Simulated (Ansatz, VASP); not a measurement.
# BAs in two plane-wave programs, part 2 of 2

Wanted: the spread between two codes on one cell, functional and k mesh. The cell is taken from a series of VASP runs on this material, whose earlier steps may have relaxed, scaled or displaced it; both programs get it as it stands.

VASP 6.6.1 and Ansatz 0.2.0.

So far. Step 2 (VASP: band structure, HSE06): Spin-orbit coupling is off here; it would split degenerate levels, and it lifts a valence top of As p states by about 0.1 eV.

**3. Ansatz: band structure, HSE06**

Level of this step: Ansatz beside VASP: Kohn-Sham DFT, plane waves, HSE06 (Ansatz).

Ansatz runs on its default PAW (the set named soft_2) files.

The same cell, functional, mesh and smearing now go to Ansatz, which takes its cutoff from its data sets.

The input, input.yaml:

```yaml
crystal:
  lattice:
    - [0.0, 2.3898420644, 2.3898420644]
    - [2.3898420644, 0.0, 2.3898420644]
    - [2.3898420644, 2.3898420644, 0.0]
  atoms:
    - { symbol: B, position: [0.0, 0.0, 0.0] }
    - { symbol: As, position: [0.25, 0.25, 0.25] }
hamiltonian:
  xc: { exchange: pbe, correlation: pbe, exx: { coeff: 0.25, omega: 0.2 } }
  pseudopotentials: { kind: paw }
kpoints:
  mp_grid: { grid: [5, 5, 5] }
  band_path:
    path:
      - [0.0, 0.0, 0.0]
      - [0.4, 0.0, 0.4]
      - [0.5, 0.0, 0.5]
      - [0.5, 0.2, 0.7]
      - [0.4, 0.35, 0.75]
      - [0.15, 0.15, 0.3]
      - [0.2, 0.2, 0.2]
      - [0.55, 0.4, 0.55]
      - [0.6, 0.25, 0.65]
      - [0.5, 0.25, 0.75]
      - [0.5, 0.5, 0.5]
      - [0.375, 0.375, 0.75]
      - [0.5, 0.0, 0.5]
    npoints: 1
scf:
  occupations: { method: gaussian, width: 0.05 }
  n_extra_bands: 7
output:
  forces: true
  stress: true
  eigenvalues: true
  write_density: true
  write_potential: true
  elf: true
  volumetric_format: npy
```

Launch:

```
$ ansatz run input.yaml --threads 4 --pin off --max-ram 9216MiB --backend cpu --events-out ev --progress --plain --runs-dir out
```

Numbers of over 12 decimals in the logs are rounded to 6 here.

Log:

```text
Warning: output.stress: scf.convergence.dr2_threshold = 1e-7 eV (the SCF's general default) is looser than the 2e-10 eV advised for a printed stress (1e-10 eV for each atom of the cell: 2). What an SCF threshold leaves in a stress goes as its square root, and in the free energy as the threshold itself, and one threshold admits the most on a small cell: [figures from the program's tests cut] Set scf.convergence.dr2_threshold to 2e-10 eV or tighter. The threshold is an SCF's pass mark: one that does not reach it within its budget of iterations ends unconverged, or closes short of it on a stop that the run arms, and scf.convergence.dr2_threshold's page says what that costs each kind of run
Warning: output.stress: scf.exx.energy_threshold = 1e-6 eV is looser than the 2e-8 eV advised for a stress under a hybrid functional (1e-8 eV for each atom of the cell: 2). Every SCF of the exchange loop can meet its threshold on dr2 while the loop round them stops early: no threshold on dr2 bounds what that leaves in the stress. Set scf.exx.energy_threshold to 2e-8 eV or tighter. The threshold is the loop's pass mark: a loop that does not reach it within its budget of cycles ends unconverged, and scf.exx.energy_threshold's page has the law
scf.n_extra_bands = 7 over 9 filled bands (N_el = 18.0): the run solves 16 bands
Engine: ansatz 0.2.0, aarch64-unknown-linux-gnu
Pseudopotentials: kind: paw
Pseudopotential: B, paw, valence charge 3, recommended cutoff 420 eV (normal), B.paw.azcp
Pseudopotential: As, paw, valence charge 15, recommended cutoff 420 eV (normal), As.paw.azcp
Functional definition: unnamed
  parameter a_1 = 0.25
  parameter omega_1 = 0.2/angstrom
  exchange = pbe_x + (-a_1)*pbe_x_sr(omega_1) + a_1*exact_x_sr(omega_1)
  correlation = pbe_c
Crystal: 2 atoms, lattice volume = 27.298 Å³
Basis set: ecut = 420 eV, 531 PW (Γ), exchange–correlation on 48×48×48 points (8 copies of the dense FFT grid, shifted against one another)
Bands: 16, of which v1, the nominal top of the filled ones, is band 9 counted from 1 (8 counted from 0)
Symmetry: 24 space group operations
Space group: F-43m (ITA 216), of the structure as read, at distance tolerance 3.0e-5 Å
k-points: 10 of 125 (time reversal used)
Non-local potential: B, projectors of the file, l = 0: 2, l = 1: 2, l = 2: 1
Non-local potential: As, projectors of the file, l = 0: 2, l = 1: 2, l = 2: 3, l = 3: 1
PAW form: soft (Blöchl's): semilocal exchange-correlation on the pseudo side does not see the compensation charge
PAW frozen core: B, regenerated for the run's functional, and the local potential with it (the file was generated under x = pbe(κ = 0.804, μ = 0.219515), c = pbe(β = 0.066725))
PAW frozen core: As, regenerated for the run's functional, and the local potential with it (the file was generated under x = pbe(κ = 0.804, μ = 0.219515), c = pbe(β = 0.066725))
PAW one-centre angular grid: B, 110 points (default); XC on 64 Gauss nodes
PAW one-centre angular grid: As, 590 points (default); XC on 64 Gauss nodes
Initial density: superposition of atomic densities (neutral atoms: chi_scale 0, normalization atom), corrected by the library's trained network
Initial wavefunctions: pseudopotential atomic-orbital guess
Functional: x = pbe(κ = 0.804, μ = 0.219515), c = pbe(β = 0.066725), warm-up for x = pbe(κ = 0.804, μ = 0.219515) + 0.25 (exact − pbe) at short range (hse, ω = 0.2 Å⁻¹), c = pbe(β = 0.066725)
SCF iter   1: F=—  HF=-5012.044141 eV  |F-HF|=—  |Δ(HF+E_count)|=         —  Δρ=1.24e-3  dr2=3.24e-4  ethr=1.77e-3  ⟨swp⟩=9.5  Hψ=740  notcnv=0
preconditioner: auto → none  [insulator: Δε(μ)=1.185 eV  Ē_g=15.604 eV  σ=0.050 eV  W_gap=1.00  n_scr=8 (ndim 8)  ℏωp=20.1 eV  f_vac=0.001  D(μ)=0.00/eV (n_scr^D=0)]
SCF iter   2: F=-5012.044272 eV  HF=-5012.044232 eV  |F-HF|=3.99e-5  |Δ(HF+E_count)|=   9.06e-5  Δρ=5.67e-4  dr2=6.75e-5  ethr=1.80e-6  ⟨swp⟩=4.2  Hψ=392  notcnv=0
SCF 1 stopped early in 2 iterations: F = -5012.044272 eV  dr2 = 6.75e-5
  greatest PAW one-centre occupation: 0.999 electrons in one spin orbital (limit 2), on the As atom at site 1 (counted from 0), in its partial waves of l = 2
Initial density: handed on by an earlier stage of this run
Initial wavefunctions: those handed on with the density
Functional: x = pbe(κ = 0.804, μ = 0.219515) + 0.25 (exact − pbe) at short range (hse, ω = 0.2 Å⁻¹), c = pbe(β = 0.066725)
Exchange kernel: α = 0.2500, screened, ω = 0.2000 Å⁻¹, Wigner–Seitz truncation, v(0) = 1111.6477 eV·Å³, q-mesh 5×5×5, nearest image of the exchange supercell L = 16.90 Å, pair-density grid 15×15×15, without the augmentation charges, whose exchange is taken in its separable form by FFT convolution over the k-point mesh (sized by the pseudopotential files, 20×20×20 at the most), smooth part of the exact exchange by density-matrix convolution
Frozen-core exchange: fock
SCF iter   1: F=—  HF=-5013.448140 eV  |F-HF|=—  |Δ(HF+E_count)|=         —  Δρ=6.61e-3  dr2=6.77e-3  ethr=3.75e-6  ⟨swp⟩=5.4  Hψ=692  notcnv=0
preconditioner: auto → none  [insulator: Δε(μ)=1.818 eV  Ē_g=17.411 eV  σ=0.050 eV  W_gap=1.00  n_scr=8 (ndim 8)  ℏωp=20.1 eV  f_vac=0.001  D(μ)=0.00/eV (n_scr^D=0)]
SCF iter   2: F=—  HF=-5013.440404 eV  |F-HF|=—  |Δ(HF+E_count)|=   7.74e-3  Δρ=3.04e-3  dr2=1.79e-3  ethr=3.75e-6  ⟨swp⟩=4.0  Hψ=464  notcnv=0
SCF iter   3: F=—  HF=-5013.440075 eV  |F-HF|=—  |Δ(HF+E_count)|=   3.28e-4  Δρ=1.32e-3  dr2=3.81e-4  ethr=3.75e-6  ⟨swp⟩=2.3  Hψ=253  notcnv=0
SCF iter   4: F=—  HF=-5013.443744 eV  |F-HF|=—  |Δ(HF+E_count)|=   3.67e-3  Δρ=1.11e-3  dr2=1.29e-4  ethr=8.91e-7  ⟨swp⟩=4.0  Hψ=406  notcnv=0
SCF iter   5: F=—  HF=-5013.443678 eV  |F-HF|=—  |Δ(HF+E_count)|=   6.64e-5  Δρ=4.70e-4  dr2=2.32e-5  ethr=7.08e-7  ⟨swp⟩=2.0  Hψ=253  notcnv=0
iter 6 solved again at ethr=5.90e-9 eV; its pass at ethr=1.19e-7 eV (dr2=1.06e-6 eV) is discarded
SCF iter   6: F=-5013.443665 eV  HF=-5013.443666 eV  |F-HF|=9.51e-7  |Δ(HF+E_count)|=   1.23e-5  Δρ=9.84e-5  dr2=3.58e-6  ethr=5.90e-9  ⟨swp⟩=3.1  Hψ=640  notcnv=0  defer=3
SCF 2 stopped early in 6 iterations: F = -5013.443665 eV  dr2 = 3.58e-6
hybrid outer 1: dexx = +4.095e-3 eV, tail = 5.51e-5 eV
Exchange kernel: α = 0.2500, screened, ω = 0.2000 Å⁻¹, Wigner–Seitz truncation, v(0) = 1111.6477 eV·Å³, q-mesh 5×5×5, nearest image of the exchange supercell L = 16.90 Å, pair-density grid 15×15×15, without the augmentation charges, whose exchange is taken in its separable form by FFT convolution over the k-point mesh (sized by the pseudopotential files, 20×20×20 at the most), smooth part of the exact exchange by density-matrix convolution
Frozen-core exchange: fock
SCF iter   1: F=—  HF=-5013.443919 eV  |F-HF|=—  |Δ(HF+E_count)|=         —  Δρ=1.13e-4  dr2=2.21e-6  ethr=1.53e-6  ⟨swp⟩=3.5  Hψ=337  notcnv=0
preconditioner: auto → none  [insulator: Δε(μ)=1.859 eV  Ē_g=17.417 eV  σ=0.050 eV  W_gap=1.00  n_scr=8 (ndim 8)  ℏωp=20.1 eV  f_vac=0.001  D(μ)=0.00/eV (n_scr^D=0)]
SCF iter   2: F=—  HF=-5013.443918 eV  |F-HF|=—  |Δ(HF+E_count)|=   5.73e-7  Δρ=8.56e-6  dr2=6.20e-8  ethr=1.06e-8  ⟨swp⟩=4.0  Hψ=359  notcnv=0
SCF iter   3: F=—  HF=-5013.443919 eV  |F-HF|=—  |Δ(HF+E_count)|=   4.83e-7  Δρ=1.15e-5  dr2=2.23e-8  ethr=4.77e-11  ⟨swp⟩=4.0  Hψ=524  notcnv=0
SCF iter   4: F=-5013.443919 eV  HF=-5013.443919 eV  |F-HF|=4.97e-10  |Δ(HF+E_count)|=   3.89e-9  Δρ=2.96e-6  dr2=1.75e-9  ethr=4.77e-11  ⟨swp⟩=2.9  Hψ=274  notcnv=0
SCF 3 converged in 4 iterations: F = -5013.443919 eV  dr2 = 1.75e-9
  Residual-converged pass: ⟨swp⟩=2.8  Hψ=299  notcnv=0  max |occ|·‖R‖ = 2.3e-6 eV (tolerance 2.4e-6 eV)  dr2=1.76e-9  dr2_onsite=2.41e-10  max |Δocc| = 1.8e-160
hybrid outer 2: dexx = +6.432e-7 eV, tail = 2.30e-8 eV, Δε = 2.61e-3 eV (about 1.03e-4 eV left of the loop's levels)
NSCF: frozen V_eff on 13 k-points
hybrid SCF converged: 2 outer / 10 inner (+2 warm-up), last move |dexx| = 6.43e-7 eV, tail = 2.30e-8 eV
Stability not checked: this state was not tested for a lower state beside it, because the functional holds exact exchange (a hybrid, or Hartree-Fock), whose exchange loop this test does not read (fock_operator; see scf.lower_state_search)
Free energy (F): -5013.443919 eV
Frozen-core exchange: fock
Harris-Foulkes:  -5013.443919 eV  (|F-HF|=4.97e-10)
Internal energy: -5013.443919 eV  (E = F + TS)
E sigma→0 (E₀):  -5013.443919 eV
Fermi energy:    11.636534 eV
--- Per-component energies (eV) ---
  E_band       = -257.637157
  E_kinetic    = 151.148689
  E_local      = -1695.163435  (includes V_loc(G=0)·N_el)
  E_nonlocal   = -658.799742
  E_hartree    = 941.565207
  E_xc         = -90.169726
  E_vxc        = -94.574354  (∫ρ·V_xc dr)
  E_exx        = -66.976613  (= α·E_x^exact, valence–valence)
  E_paw        = -1869.469745  (= ΣΔE_a)
  E_vpaw       = 290.574149  (= ΣTr[D̂ρ^β])
  E_aug_tail   = 0.000007  (compensation charges beyond the density's cutoff)
  E_ewald      = -1724.805853
  E_core_change = -0.772710  (= ΣΔE_core)
  E_smearing   = -0.000000  (= −TS)
  E_closure    = 0.000002  (closes the sum)
  Σ components = -5013.443919   (vs F -5013.443919, Δ=-9.09e-13)
--- Forces (eV/Å), atoms counted from 1 ---
  atom   1  B      0.00000000    -0.00000000     0.00000000
  atom   2  As     0.00000000    -0.00000000     0.00000000
  max |Σ_I F_I| component: 5.22e-16 eV/Å
--- Stress (GPa, compression-positive) ---
       -0.584708       0.000000      -0.000000
        0.000000      -0.584708       0.000000
       -0.000000       0.000000      -0.584708
  P = ⅓ Tr σ = -0.5847 GPa (-5.847 kbar)
--- Band table (eV; the first three rows and the last of 10) ---
  k-point 0: bands = [... 5 lower, -6.2280, 10.7076, 10.7076, 10.7076, 14.8487, 14.8487, 14.8487, 16.5898, ... 3 higher]
  k-point 1: bands = [... 5 lower, -5.5125, 6.6302, 9.7714, 9.7714, 14.8332, 16.0477, 16.0477, 19.1421, ... 3 higher]
  k-point 2: bands = [... 5 lower, -3.6384, 1.9806, 8.8421, 8.8421, 14.3556, 16.4874, 16.4874, 20.7718, ... 3 higher]
  k-point 9: bands = [... 5 lower, -2.0860, 2.2535, 4.7548, 6.1916, 16.0626, 17.0025, 17.8957, 21.7979, ... 3 higher]
```

The job ended after 14 s (4 threads of Arm Neoverse V1, shared host; peak memory 0.62 GiB; 50 s of CPU time).

**4. Differences**

Known differences besides the potentials themselves: exact exchange at q = 0 is treated differently, which shows on coarse meshes; VASP keeps PBE cores, Ansatz makes them for the functional; the data sets hold 18 valence electrons in Ansatz (default PAW (the set named soft_2) files) and 8 in VASP; VASP takes a coarser grid for exact exchange (PRECFOCK = Fast). Total energies have different zeros and are not compared.

Compared:

```tsv
quantity	Ansatz	VASP	difference
gap over the path points (eV)	1.859	1.867	-0.008
```

Levels at points of the path, from each program's valence-band top (eV; 3 filled, then empty):

```tsv
k (reciprocal lattice)	Ansatz	VASP
0.000 0.000 0.000	0.00 0.00 0.00 4.14 4.14 4.14	0.00 0.00 0.00 4.14 4.14 4.14
0.400 0.000 0.400	-8.09 -4.21 -4.21 1.86 3.01 11.91	-8.08 -4.21 -4.21 1.87 3.01 11.87
0.500 0.000 0.500	-9.48 -4.47 -4.47 2.10 2.17 13.01	-9.47 -4.46 -4.46 2.11 2.18 12.96
0.500 0.200 0.700	-9.04 -5.83 -5.55 5.43 5.86 9.04	-9.04 -5.82 -5.54 5.42 5.86 9.01
0.400 0.350 0.750	-9.05 -6.45 -3.98 3.04 6.60 10.26	-9.04 -6.44 -3.97 3.05 6.59 10.23
0.150 0.150 0.300	-4.41 -3.09 -0.77 4.95 5.30 6.08	-4.40 -3.08 -0.77 4.95 5.29 6.07
0.200 0.200 0.200	-4.08 -0.94 -0.94 4.13 5.34 5.34	-4.07 -0.93 -0.93 4.13 5.33 5.33
0.550 0.400 0.550	-9.42 -3.89 -2.56 4.11 6.28 6.97	-9.40 -3.88 -2.55 4.11 6.27 6.95
0.600 0.250 0.650	-9.05 -6.45 -3.98 3.04 6.60 10.26	-9.04 -6.44 -3.97 3.05 6.59 10.23
0.500 0.250 0.750	-8.98 -5.97 -5.65 6.21 7.18 7.72	-8.98 -5.95 -5.64 6.20 7.18 7.70
```

Among the levels compared at these points, filled levels agree within 14 meV and empty ones within 56 meV.

**5. Summary of results**

```yaml
difference_in_gap_over_the_path_points_band_structure_hse06: -0.0082 eV
```

The difference in gap over the path points is -0.0082 eV (band structure, HSE06), within the 0.08 eV picked in this series as the mark of a large difference. Such differences can come from data sets, numerical settings and the points named under the comparisons, not from the functional's error against experiment.

[Lines on the potential files, build, host, timing and source positions are cut from VASP's logs without a mark.]

[Logs are printed without paths, hosts, clocks, repeated set-up lines and the standing remarks that a program may print on its own settings, such as how far it seeks lower states.]

[Hosts, paths, dates, database ids (printed as entryN), source tags and the programs' standing remarks are cut or masked in the printed files.]
